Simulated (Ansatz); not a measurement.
# Mo: strong compression, part 1 of 2

How does Mo (beta tin type) answer strong compression, and how long do frozen cores keep up with all electrons? The runs shown use LAPW, crystal datasets and norm-conserving. Companion runs by PAW are cited. Its runs: the reference run (LAPW); volume scaled by 1 (crystal datasets and norm-conserving); volume scaled by 0.88 (LAPW and norm-conserving); volume scaled by 0.78 (LAPW); volume scaled by 0.68 (LAPW); volume scaled by 0.58 (LAPW); volume scaled by 0.5 (LAPW, crystal datasets and norm-conserving); volume scaled by 0.43 (LAPW, crystal datasets and norm-conserving).

Program: Ansatz 0.2.0. Level of theory: DFT PBE, with the methods named in each step. These are calculated values, not measurements.

**1. The system as given**

It takes space group I4_1/amd (No. 141, tetragonal). The conventional cell has a = 5.063 Å, b = 5.063 Å, c = 2.635 Å, α = 90.00°, β = 90.00°, γ = 90.00°. Mo (site symmetry -4m2) is surrounded by 6 Mo at 2.62 to 2.63 Å.

Structure file:

```xyz
2
Lattice="-2.5315 2.5315 1.3174 2.5315 -2.5315 1.3174 2.5315 2.5315 -1.3174" Properties=species:S:1:pos:R:3 pbc="T T T"
Mo    0.0000   -1.2658   -0.3294
Mo    0.0000    1.2658    0.3294
```

Whether this phase is the stable one at these pressures isn't tested.

Atoms are numbered in the order of the input: Mo1, Mo2.

**2. The reference volume, LAPW**

The input, input.yaml:

```yaml
crystal:
  lattice:
    - [-2.531548688, 2.531548688, 1.3174072929]
    - [2.531548688, -2.531548688, 1.3174072929]
    - [2.531548688, 2.531548688, -1.3174072929]
  atoms:
    - { symbol: Mo, position: [-0.375, -0.125, -0.25] }
    - { symbol: Mo, position: [0.375, 0.125, 0.25] }
kpoints:
  mp_grid: { grid: [18, 18, 18] }
  band_path:
    path:
      - [0.0, 0.0, 0.0]
      - [0.0, 0.0, 0.5]
      - [-0.5, 0.5, 0.5]
      - [0.0, 0.0, 0.0]
      - [0.3177029459, 0.3177029459, -0.3177029459]
      - [-0.3177029459, 0.6822970541, 0.3177029459]
      - [-0.5, 0.5, 0.5]
      - [0.0, 0.0, 0.5]
      - [0.25, 0.25, 0.25]
    npoints: 14
scf:
  occupations: { method: fermi_dirac, width: 0.05 }
hamiltonian:
  xc: pbe
  pseudopotentials: { kind: all_electron, lapw: { basis_error: 0.001 } }
output:
  forces: true
  stress: true
  eigenvalues: true
  populations: true
  dos: { projected: true, de: 0.2, e_range: [-14, 8] }
```

Command:

```console
> ansatz run input.yaml --threads 1 --pin off --max-ram 2048MiB --backend cpu --events-out ev --progress --plain --runs-dir out
```

Standard output:

```text
Mo: projections on atomic orbitals take those of the free atom 1s2 2s2 2p6 3s2 3p6 3d10 4s2 4p6 4d5 5s1, of charge +0.00 (hamiltonian.pseudopotentials.projection_atoms)
LAPW: plane waves up to 8.490 Å⁻¹, error target 1.0e-3 eV per atom; small_component_spin mean_spin; Mo in spheres of 1.308 Å, 30 of its electrons in bands, Dirac shells []
Engine: ansatz 0.2.0
Pseudopotentials: kind: all_electron
Pseudopotential: Mo, LAPW, valence charge 30, Koelling and Harmon's equation, gaussian nucleus
Functional definition: PBE
  parameter kappa = 0.804
  parameter beta = 0.06672455060314922
  exchange = pbe_x(kappa = kappa, mu = beta*pi^2/3)
  correlation = pbe_c(beta = beta)
Crystal: 2 atoms, lattice volume = 33.772 Å³
Basis set: ecut = 274.61915382110993 eV, 351 PW (Γ), FFT grids on a1+a2, a2, a3, exchange–correlation at level 2
Bands: 36, of which v1, the nominal top of the filled ones, is band 30 counted from 1 (29 counted from 0)
Symmetry: 16 space group operations
Space group: I41/amd (ITA 141), of the structure as read, at distance tolerance 3.2e-5 Å
k-points: 480 of 5832
Non-local potential: Mo, projectors of the file, none
Initial density: superposition of atomic densities (chi_scale 0.1, normalization cell)
Initial wavefunctions: plane waves of lowest kinetic energy (no species holds an atomic orbital)
Functional: x = pbe(κ = 0.804, μ = 0.2195149727645171), c = pbe(β = 0.06672455060314922)
iter 1 solved again at ethr=9.67e-4 eV; its pass at ethr=1.00e-1 eV (dr2=5.80e-1 eV) is discarded
SCF iter   1: F=—  HF=-220354.835962 eV  |F-HF|=—  |Δ(HF+E_count)|=         —  Δρ=5.00e-2  dr2=5.82e-1  ethr=9.67e-4  ⟨swp⟩=2.1  Hψ=105700  notcnv=0
preconditioner: auto → Kerker (q_TF=auto, 3.003 Å⁻¹)  [metal: Δε(μ)=0.005 eV  Ē_g=5.786 eV  σ=0.050 eV  W_gap=0.03  n_scr=16 (ndim 8)  ℏωp=22.1 eV  f_vac=0.000  D(μ)=1.83/eV (n_scr^D=16)]
SCF iter   2: F=—  HF=-220354.051448 eV  |F-HF|=—  |Δ(HF+E_count)|=   7.85e-1  Δρ=2.26e-2  dr2=1.19e-1  ethr=9.67e-4  ⟨swp⟩=2.0  Hψ=54735  notcnv=0
SCF iter   3: F=—  HF=-220354.029398 eV  |F-HF|=—  |Δ(HF+E_count)|=         —  Δρ=1.29e-2  dr2=4.56e-2  ethr=1.98e-4  ⟨swp⟩=2.0  Hψ=52107  notcnv=0
the basis was enlarged: its passes take 471.5 KiB over the memory plan, 1 of 1 planned eigensolver slots
SCF iter   4: F=—  HF=-220354.031320 eV  |F-HF|=—  |Δ(HF+E_count)|=   1.92e-3  Δρ=4.17e-3  dr2=6.50e-3  ethr=7.61e-5  ⟨swp⟩=2.0  Hψ=51003  notcnv=0
iter 5 solved again at ethr=8.27e-7 eV; its pass at ethr=1.08e-5 eV (dr2=4.96e-4 eV) is discarded
SCF iter   5: F=—  HF=-220354.032816 eV  |F-HF|=—  |Δ(HF+E_count)|=   1.50e-3  Δρ=1.13e-3  dr2=4.94e-4  ethr=8.27e-7  ⟨swp⟩=2.0  Hψ=88017  notcnv=0
SCF iter   6: F=—  HF=-220354.032775 eV  |F-HF|=—  |Δ(HF+E_count)|=   4.13e-5  Δρ=3.36e-4  dr2=2.97e-5  ethr=8.23e-7  ⟨swp⟩=2.0  Hψ=52073  notcnv=0
SCF iter   7: F=—  HF=-220354.032778 eV  |F-HF|=—  |Δ(HF+E_count)|=   3.06e-6  Δρ=3.72e-5  dr2=3.77e-7  ethr=4.95e-8  ⟨swp⟩=2.4  Hψ=52279  notcnv=0
SCF iter   8: F=-220354.032778 eV  HF=-220354.032778 eV  |F-HF|=2.91e-9  |Δ(HF+E_count)|=   1.07e-7  Δρ=1.04e-5  dr2=2.76e-8  ethr=6.29e-10  ⟨swp⟩=2.6  Hψ=52478  notcnv=0
SCF 1 converged in 8 iterations: F = -220354.032778 eV  dr2 = 2.76e-8
NSCF: frozen V_eff on 113 k-points
SCF converged after 8 iterations
Free energy (F): -220354.032778 eV
Harris-Foulkes:  -220354.032778 eV  (|F-HF|=2.91e-9)
Internal energy: -220354.017742 eV  (E = F + TS)
E sigma→0 (E₀):  -220354.025260 eV
Entropy (-TS):   -0.015036 eV (-7.518 meV/atom)
Fermi energy:    21.389157 eV
--- Per-component energies (eV) ---
  E_band       = -8267.129465
  E_kinetic    = 228353.723190
  E_xc         = -6742.388924
  E_electrostatic = -441965.352008  (all electrons and nuclei)
  E_smearing   = -0.015036  (= −TS)
  E_closure    = 0.000000  (closes the sum)
  E_atoms      = -220333.846449  (free atoms, spherical and without spin; not in F)
  Σ components = -220354.032778   (vs F -220354.032778, Δ=0.00e0)
  Basis errors (estimates in eV, not in F): energy 3.1e-4 per atom: plane waves 2.6e-4 (1.4e-4 summed), levels above the bands 1.1e-57, relativity 5.8e-8, radial functions 4.2e-5, core shells 5.6e-7; eigenvalues (radial functions only) 6.2e-7; not estimated: angular momenta, meshes, grids; target (lapw.basis_error) 1.0e-3; muffin-tin radii Mo 1.308 Å
--- Forces (eV/Å), atoms counted from 1 ---
  atom   1  Mo     0.00000000     0.00000000     0.00000000
  atom   2  Mo     0.00000000     0.00000000     0.00000000
  max |Σ_I F_I| component: 3.47e-18 eV/Å
--- Stress (GPa, compression-positive) ---
        0.003620       0.000000       0.000000
        0.000000       0.003620      -0.000000
        0.000000      -0.000000       0.042802
  P = ⅓ Tr σ = 0.0167 GPa (0.167 kbar)
--- Band table (eV; the first three rows and the last of 480) ---
  k-point 0: bands = ["-354.2076", "-354.2076", "-354.2076", "-354.2076", "-354.2020", "-354.2020", "-196.1004", "-196.1004", "-196.0909", "-196.0909", "-196.0909", "-196.0909", "-196.0628", "-196.0628", "-196.0623", "-196.0623", "-39.6909", "-39.3024", "-14.1796", "-14.1796", "-12.9951", "-12.9951", "-12.9216", "-12.9100", "14.6449", "16.1369", "17.6999", "18.1187", "18.6897", "23.1905", "23.1905", "23.2277", "23.2277", "25.2183", "26.7038", "27.6036"]
  k-point 1: bands = ["-354.2076", "-354.2076", "-354.2076", "-354.2076", "-354.2020", "-354.2020", "-196.1004", "-196.1004", "-196.0909", "-196.0909", "-196.0909", "-196.0909", "-196.0628", "-196.0628", "-196.0623", "-196.0623", "-39.6880", "-39.3054", "-14.1725", "-14.1720", "-13.0171", "-13.0062", "-12.9093", "-12.9091", "14.6961", "16.1794", "17.7311", "18.1052", "18.6766", "23.1965", "23.2141", "23.2499", "23.2507", "25.1566", "26.1678", "27.4513"]
  k-point 2: bands = ["-354.2076", "-354.2076", "-354.2076", "-354.2076", "-354.2020", "-354.2020", "-196.1004", "-196.1004", "-196.0909", "-196.0909", "-196.0909", "-196.0909", "-196.0628", "-196.0628", "-196.0623", "-196.0623", "-39.6792", "-39.3142", "-14.1510", "-14.1492", "-13.0651", "-13.0389", "-12.9073", "-12.8895", "14.8472", "16.3046", "17.8248", "18.0675", "18.6404", "23.2054", "23.2803", "23.3131", "23.3143", "24.9770", "25.3913", "27.0238"]
  k-point 479: bands = ["-354.2076", "-354.2076", "-354.2076", "-354.2076", "-354.2020", "-354.2020", "-196.1004", "-196.1004", "-196.0909", "-196.0909", "-196.0909", "-196.0909", "-196.0628", "-196.0628", "-196.0623", "-196.0623", "-39.4930", "-39.4930", "-14.3978", "-14.3978", "-12.9219", "-12.9219", "-12.8560", "-12.8560", "17.2624", "17.2624", "18.8934", "18.8934", "21.5264", "21.5264", "22.1002", "22.1002", "23.6301", "23.6301", "23.6384", "23.6384"]
--- Löwdin populations: 2 sites ---
  site symbol       q [e]
     0     Mo     41.9467
     1     Mo     41.9467
  spilling = 0.001270 (of n_electrons = 84.000000)
```

Run time: 1.7 min. Hardware: 1 thread of Intel Xeon Platinum 8488C (Sapphire Rapids), shared host; peak memory 1.3 GiB.

This run gives: pressure 0.02 GPa; no gap.

At the corners of the path (eV, zero at the Fermi level):

```csv
point,band 27,band 28,band 29,band 30,band 31,band 32,band 33
Γ,-3.69,-3.27,-2.70,1.80,1.80,1.84,1.84
X,-2.81,-2.81,-1.23,-1.23,0.78,0.78,2.67
M,-2.50,-2.50,0.14,0.14,0.71,0.71,2.24
Γ,-3.69,-3.27,-2.70,1.80,1.80,1.84,1.84
Z,-2.54,-1.68,-0.80,-0.40,0.06,0.06,2.20
Z0,-2.54,-1.68,-0.80,-0.40,0.06,0.06,2.20
M,-2.50,-2.50,0.14,0.14,0.71,0.71,2.24
X,-2.81,-2.81,-1.23,-1.23,0.78,0.78,2.67
P,-3.62,-3.62,-0.15,-0.15,2.02,2.02,3.32
```

States per cell, counted by energy window (eV from the Fermi level, on a grid of 0.20 eV):

| from | to | total | Mo 4d | Mo 5s |
| --- | --- | --- | --- | --- |
| -7 | -6 | 0.05 | 0.00 | 0.04 |
| -6 | -5 | 0.21 | 0.02 | 0.17 |
| -5 | -4 | 1.93 | 1.51 | 0.38 |
| -4 | -3 | 2.31 | 1.97 | 0.29 |
| -3 | -2 | 3.47 | 3.24 | 0.18 |
| -2 | -1 | 1.71 | 1.58 | 0.07 |
| -1 | 0 | 2.15 | 1.96 | 0.12 |
| 0 | 1 | 2.02 | 1.82 | 0.14 |
| 1 | 2 | 2.81 | 2.56 | 0.17 |
| 2 | 3 | 2.65 | 2.41 | 0.15 |
| 3 | 4 | 1.72 | 1.39 | 0.22 |
| 4 | 5 | 1.10 | 0.74 | 0.22 |

**3. Volume scaled by 1, crystal datasets**

The input, input.yaml:

```yaml
crystal:
  lattice:
    - [-2.531548688, 2.531548688, 1.3174072929]
    - [2.531548688, -2.531548688, 1.3174072929]
    - [2.531548688, 2.531548688, -1.3174072929]
  atoms:
    - { symbol: Mo, position: [-0.375, -0.125, -0.25] }
    - { symbol: Mo, position: [0.375, 0.125, 0.25] }
kpoints:
  mp_grid: { grid: [18, 18, 18] }
scf:
  occupations: { method: fermi_dirac, width: 0.05 }
hamiltonian:
  xc: pbe
  pseudopotentials: { kind: all_electron, datasets: crystal }
output:
  forces: true
  stress: true
  eigenvalues: true
```

Command:

```console
> ansatz run input.yaml --threads 1 --pin off --max-ram 2048MiB --backend cpu --events-out ev --progress --plain --runs-dir out
```

Standard output, cut to the lines that bear on the results:

```text
[...]
band count auto-derived: 21 (N_el = 28.0; filled up to band 14; 18 by the electrons, moments and atoms)
[...]
[... 1 set-up line as earlier in the session ...]
Pseudopotential: Mo, paw, valence charge 14, recommended cutoff 280 eV (normal), Koelling and Harmon's equation, gaussian nucleus
[... 1 set-up line as earlier in the session ...]
[...]
Crystal: 2 atoms, lattice volume = 33.772 Å³
[...]
--- Stress (GPa, compression-positive) ---
        0.004481       0.000000       0.000000
        0.000000       0.004481      -0.000000
        0.000000       0.000000       0.041359
  P = ⅓ Tr σ = 0.0168 GPa (0.168 kbar)
--- Band table (eV; the first three rows and the last of 480) ---
  k-point 0: bands = ["-39.6911", "-39.3026", "-14.1798", "-14.1798", "-12.9953", "-12.9953", "-12.9217", "-12.9101", "14.6449", "16.1369", "17.6998", "18.1185", "18.6896", "23.1904", "23.1904", "23.2276", "23.2276", "25.2182", "26.7036"]
[...]
```

Run time: 50 s. Hardware: 1 thread of Intel Xeon Platinum 8488C (Sapphire Rapids), shared host; peak memory 1.1 GiB.

Result: pressure 0.02 GPa; no gap.

**4. Volume scaled by 1, norm-conserving**

input.yaml: that of step 3 with these lines changed.

```diff
@@ -14,3 +14,3 @@
   xc: pbe
-  pseudopotentials: { kind: all_electron, datasets: crystal }
+  pseudopotentials: { kind: nc }
 output:
```

Command:

```console
> ansatz run input.yaml --threads 1 --pin off --max-ram 2048MiB --backend cpu --events-out ev --progress --plain --runs-dir out
```

Standard output, cut to the lines that bear on the results:

```text
[...]
Pseudopotentials: kind: nc
Pseudopotential: Mo, nc, valence charge 14, recommended cutoff 1088.45545 eV (normal), Mo.nc.azcp
[... 1 set-up line as earlier in the session ...]
[...]
Crystal: 2 atoms, lattice volume = 33.772 Å³
Basis set: ecut = 1088.45545 eV, 2763 PW (Γ), exchange–correlation on 90×90×90 points (8 copies of the dense FFT grid, shifted against one another)
[...]
--- Stress (GPa, compression-positive) ---
        0.039565       0.000000       0.000000
        0.000000       0.039565       0.000000
        0.000000       0.000000       0.062969
  P = ⅓ Tr σ = 0.0474 GPa (0.474 kbar)
--- Band table (eV; the first three rows and the last of 480) ---
  k-point 0: bands = ["-41.5976", "-41.2087", "-16.0894", "-16.0894", "-14.9039", "-14.9039", "-14.8298", "-14.8181", "12.7294", "14.2170", "15.7844", "16.2027", "16.7739", "21.2716", "21.2716", "21.3086", "21.3086", "23.2983"]
[...]
```

It took 33 s on 1 thread of Intel Xeon Platinum 8488C (Sapphire Rapids), shared host; peak memory 0.92 GiB.

In short: pressure 0.05 GPa; no gap.

**5. Volume scaled by 0.88, LAPW**

The input, input.yaml:

```yaml
crystal:
  lattice:
    - [-2.4218258241, 2.4218258241, 1.2667458571]
    - [2.4218258241, -2.4218258241, 1.2667458571]
    - [2.4218258241, 2.4218258241, -1.2667458571]
  atoms:
    - { symbol: Mo, position: [-0.375, -0.125, -0.25] }
    - { symbol: Mo, position: [0.375, 0.125, 0.25] }
kpoints:
  mp_grid: { grid: [18, 18, 18] }
scf:
  occupations: { method: fermi_dirac, width: 0.05 }
hamiltonian:
  xc: pbe
  pseudopotentials: { kind: all_electron, lapw: { basis_error: 0.001 } }
output:
  forces: true
  stress: true
  eigenvalues: true
  populations: true
```

Command:

```console
> ansatz run input.yaml --threads 1 --pin off --max-ram 2048MiB --backend cpu --events-out ev --progress --plain --runs-dir out
```

Standard output, cut to the lines that bear on the results:

```text
Mo: projections on atomic orbitals take those of the free atom 1s2 2s2 2p6 3s2 3p6 3d10 4s2 4p6 4d5 5s1, of charge +0.00 (hamiltonian.pseudopotentials.projection_atoms)
LAPW: plane waves up to 8.879 Å⁻¹, error target 1.0e-3 eV per atom; small_component_spin mean_spin; Mo in spheres of 1.252 Å, 32 of its electrons in bands, Dirac shells []
[...]
[... 1 set-up line as earlier in the session ...]
[...]
  atom   2  Mo     0.00000000    -0.00000000     0.00000000
[...]
--- Stress (GPa, compression-positive) ---
       34.048506      -0.000000       0.000000
       -0.000000      34.048506       0.000000
        0.000000       0.000000      34.072778
  P = ⅓ Tr σ = 34.0566 GPa (340.566 kbar)
--- Band table (eV; the first three rows and the last of 480) ---
[...]
--- Löwdin populations: 2 sites ---
  site symbol       q [e]
     0     Mo     41.9534
     1     Mo     41.9534
  spilling = 0.001109 (of n_electrons = 84.000000)
```

Wall time 1.8 min (1 thread of Intel Xeon Platinum 8488C (Sapphire Rapids), shared host); peak memory 1.3 GiB.

This run gives: pressure 34.06 GPa; no gap.

**6. Volume scaled by 0.88, norm-conserving**

input.yaml: that of step 5 with these lines changed.

```diff
@@ -14,3 +14,3 @@
   xc: pbe
-  pseudopotentials: { kind: all_electron, lapw: { basis_error: 0.001 } }
+  pseudopotentials: { kind: nc }
 output:
@@ -19,2 +19 @@
   eigenvalues: true
-  populations: true
```

Command:

```console
> ansatz run input.yaml --threads 1 --pin off --max-ram 2048MiB --backend cpu --events-out ev --progress --plain --runs-dir out
```

Standard output, cut to the lines that bear on the results:

```text
[...]
[... 3 set-up lines as earlier in the session ...]
[...]
Crystal: 2 atoms, lattice volume = 29.719 Å³
Basis set: ecut = 1088.45545 eV, 2387 PW (Γ), exchange–correlation on 80×80×80 points (8 copies of the dense FFT grid, shifted against one another)
[...]
--- Stress (GPa, compression-positive) ---
       34.082467       0.000000      -0.000000
        0.000000      34.082467      -0.000000
       -0.000000      -0.000000      34.087597
  P = ⅓ Tr σ = 34.0842 GPa (340.842 kbar)
--- Band table (eV; the first three rows and the last of 480) ---
  k-point 0: bands = ["-38.5717", "-37.9391", "-13.2431", "-13.2431", "-11.5291", "-11.5291", "-11.4597", "-11.4430", "15.4611", "16.2858", "18.2571", "18.8474", "19.4216", "24.5474", "24.5474", "24.6089", "24.6089", "27.1936"]
[...]
```

Wall time 29 s (1 thread of Intel Xeon Platinum 8488C (Sapphire Rapids), shared host); peak memory 0.83 GiB.

In short: pressure 34.08 GPa; no gap.

**7. Volume scaled by 0.78, LAPW**

The input, input.yaml:

```yaml
crystal:
  lattice:
    - [-2.3244626686, 2.3244626686, 1.2188270476]
    - [2.3244626686, -2.3244626686, 1.2188270476]
    - [2.3244626686, 2.3244626686, -1.2188270476]
  atoms:
    - { symbol: Mo, position: [-0.375, -0.125, -0.25] }
    - { symbol: Mo, position: [0.375, 0.125, 0.25] }
kpoints:
  mp_grid: { grid: [18, 18, 18] }
scf:
  occupations: { method: fermi_dirac, width: 0.05 }
hamiltonian:
  xc: pbe
  pseudopotentials: { kind: all_electron, lapw: { basis_error: 0.001 } }
output:
  forces: true
  stress: true
  eigenvalues: true
  populations: true
```

Command:

```console
> ansatz run input.yaml --threads 1 --pin off --max-ram 2048MiB --backend cpu --events-out ev --progress --plain --runs-dir out
```

Standard output, cut to the lines that bear on the results:

```text
Mo: projections on atomic orbitals take those of the free atom 1s2 2s2 2p6 3s2 3p6 3d10 4s2 4p6 4d5 5s1, of charge +0.00 (hamiltonian.pseudopotentials.projection_atoms)
LAPW: plane waves up to 9.250 Å⁻¹, error target 1.0e-3 eV per atom; small_component_spin mean_spin; Mo in spheres of 1.202 Å, 32 of its electrons in bands, Dirac shells []
[...]
[... 1 set-up line as earlier in the session ...]
[...]
  atom   2  Mo     0.00000000     0.00000000     0.00000000
[...]
--- Stress (GPa, compression-positive) ---
       84.417979       0.000000      -0.000000
        0.000000      84.417979      -0.000000
       -0.000000      -0.000000      84.458515
  P = ⅓ Tr σ = 84.4315 GPa (844.315 kbar)
--- Band table (eV; the first three rows and the last of 480) ---
[...]
--- Löwdin populations: 2 sites ---
  site symbol       q [e]
     0     Mo     41.9573
     1     Mo     41.9573
  spilling = 0.001016 (of n_electrons = 84.000000)
```

Run time: 1.8 min. Hardware: 1 thread of Intel Xeon Platinum 8488C (Sapphire Rapids), shared host; peak memory 1.3 GiB.

Read from it: pressure 84.43 GPa; no gap.

**8. Volume scaled by 0.68, LAPW**

input.yaml: that of step 7 with these lines changed.

```diff
@@ -2,5 +2,5 @@
   lattice:
-    - [-2.3244626686, 2.3244626686, 1.2188270476]
-    - [2.3244626686, -2.3244626686, 1.2188270476]
-    - [2.3244626686, 2.3244626686, -1.2188270476]
+    - [-2.220043705, 2.220043705, 1.1648727776]
+    - [2.220043705, -2.220043705, 1.1648727776]
+    - [2.220043705, 2.220043705, -1.1648727776]
   atoms:
```

Command:

```console
> ansatz run input.yaml --threads 1 --pin off --max-ram 2048MiB --backend cpu --events-out ev --progress --plain --runs-dir out
```

Standard output, cut to the lines that bear on the results:

```text
Mo: projections on atomic orbitals take those of the free atom 1s2 2s2 2p6 3s2 3p6 3d10 4s2 4p6 4d5 5s1, of charge +0.00 (hamiltonian.pseudopotentials.projection_atoms)
LAPW: plane waves up to 9.677 Å⁻¹, error target 1.0e-3 eV per atom; small_component_spin mean_spin; Mo in spheres of 1.148 Å, 32 of its electrons in bands, Dirac shells []
[...]
[... 1 set-up line as earlier in the session ...]
[...]
  atom   2  Mo     0.00000000     0.00000000     0.00000000
[...]
--- Stress (GPa, compression-positive) ---
      172.753473       0.000000       0.000000
        0.000000     172.753473       0.000000
        0.000000       0.000000     172.847916
  P = ⅓ Tr σ = 172.7850 GPa (1727.850 kbar)
--- Band table (eV; the first three rows and the last of 480) ---
[...]
--- Löwdin populations: 2 sites ---
  site symbol       q [e]
     0     Mo     41.9578
     1     Mo     41.9578
  spilling = 0.001005 (of n_electrons = 84.000000)
```

Run time: 1.7 min. Hardware: 1 thread of Intel Xeon Platinum 8488C (Sapphire Rapids), shared host; peak memory 1.3 GiB.

In short: pressure 172.78 GPa; no gap.

(Continued in part 2 of 2.)
